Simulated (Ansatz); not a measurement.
This log comes from Ansatz, run on BaHfO3 (cubic perovskite). The cell was relaxed with r2SCAN and then strained (uniaxial -1.0 % along x, other directions held), with the atoms relaxed again with r2SCAN; k points keep the names of the unstrained zone.

Structure:
```
CELL_PARAMETERS angstrom
4.13529 0.00000 0.00000
0.00000 4.17706 0.00000
0.00000 0.00000 4.17706
ATOMIC_POSITIONS crystal
Ba 0.00000 0.00000 0.00000
Hf 0.50000 0.50000 0.50000
O 0.50000 0.50000 0.00000
O 0.50000 0.00000 0.50000
O 0.00000 0.50000 0.50000
```

Main lines of the log:
```
scf.n_extra_bands = 5 over 27 filled bands (N_el = 54.0): the run solves 32 bands
Functional definition: r2SCAN
Crystal: 5 atoms, lattice volume = 72.152 Å³
Basis set: ecut = 500 eV, 1847 PW (Γ)
Symmetry: 16 space group operations
Space group: P4/mmm (ITA 123)
k-points: 40 of 216
preconditioner: auto → Resta (q_TF=auto, 2.600 Å⁻¹)  ε∞=4.1  [insulator: Δε(μ)=4.319 eV  ℏωp=31.5 eV]
Free energy (F): -23413.731893 eV
Fermi energy:    11.358779 eV
--- Per-component energies (eV) ---
  E_band       = -72.218393
  E_kinetic    = 1123.017923
  E_local      = -7990.114700
  E_nonlocal   = -1048.734807
  E_hartree    = 3644.707545
  E_xc         = -664.510936
  E_vxc        = -762.839885
  E_paw        = -12684.080686
  E_vpaw       = 1275.055713
  E_vtau       = 41.972972
  E_ewald      = -5794.315258
  E_core_change = 0.296115
--- Forces (eV/Å), atoms counted from 1 ---
  atom   1  Ba      0.00000      0.00000      0.00000
  atom   2  Hf      0.00000      0.00000      0.00000
  atom   3  O       0.00000      0.00000      0.00000
  atom   4  O       0.00000      0.00000      0.00000
  atom   5  O       0.00000      0.00000      0.00000
--- Stress (GPa, compression-positive) ---
        3.591424       0.000000       0.000000
        0.000000       0.889930       0.000000
        0.000000       0.000000       0.889930
  P = ⅓ Tr σ = 1.7904 GPa (17.904 kbar)
--- Band table (eV; the first three rows and the last of 40) ---
  k-point 0: bands = […, 10.3522, 10.3522, 10.3822, 11.2365, 11.2365, 11.2605, 15.5318, 15.5882, 15.5882, 16.6293, …]
  k-point 1: bands = […, 10.1344, 10.1575, 10.1765, 10.5921, 11.1283, 11.1522, 15.6873, 16.1565, 16.2075, 17.0560, …]
  k-point 2: bands = […, 9.7984, 9.8090, 9.8452, 9.8754, 10.9757, 10.9965, 15.9144, 17.4734, 17.5097, 17.9589, …]
  k-point 39: bands = […, 8.8363, 8.8363, 8.9294, 11.3385, 11.3588, 11.3588, 18.1248, 18.1767, 18.1767, 19.7735, …]
```

Levels at the listed points, from bands.tsv (eV from the Fermi energy, bands near the gap, counted from 0):
```tsv
# k_distance	band_22	band_23	band_24	band_25	band_26	band_27	band_28	band_29	band_30
# fermi_ev = 11.358779
# [0, 0, 0] at k_distance = 0.000000
# [0, 0.5, 0] at k_distance = 0.752106
# [0.5, 0.5, 0] at k_distance = 1.511810
# [0.5, 0.5, 0.5] at k_distance = 2.263916
# levels_relative_to = fermi_ev
0.000	-1.007	-0.977	-0.122	-0.122	-0.098	4.173	4.229	4.229	5.271
0.752	-1.687	-1.679	-1.630	-0.441	-0.422	4.689	6.926	6.943	7.101
1.512	-2.380	-0.975	-0.865	-0.864	-0.048	6.861	6.973	7.359	7.626
2.264	-2.522	-2.429	-0.020	0.000	0.000	6.766	6.818	6.818	8.415
```
In order the rows are Γ, X, M, R.

Q: Write the input file that gave this output.

A:
```yaml
crystal:
  # lattice and atoms as above
kpoints:
  mp_grid: { grid: [6, 6, 6] }
  band_path:
    path: [[0.0, 0.0, 0.0], [0.0, 0.5, 0.0], [0.5, 0.5, 0.0], [0.5, 0.5, 0.5]]
    npoints: 1
hamiltonian:
  xc: r2scan
scf:
  occupations: { method: fixed }
  n_extra_bands: 5
output:
  forces: true
  stress: true
  eigenvalues: true
```
The term E_vtau belongs to a meta-GGA, which reads the kinetic-energy density. A single point prints forces and stress when the output block asks for them. This is the file that was run; thresholds and some counts can't be read off the log exactly.

Run as `ansatz run input.yaml --threads 2 --pin off --max-ram 2211MiB --backend cpu --events-out ev --progress --plain --runs-dir out`.

No spin polarisation and no zero-point or thermal motion.

No spin-orbit coupling is included; it can move band edges with weight on the heavy atoms by tenths of an eV.
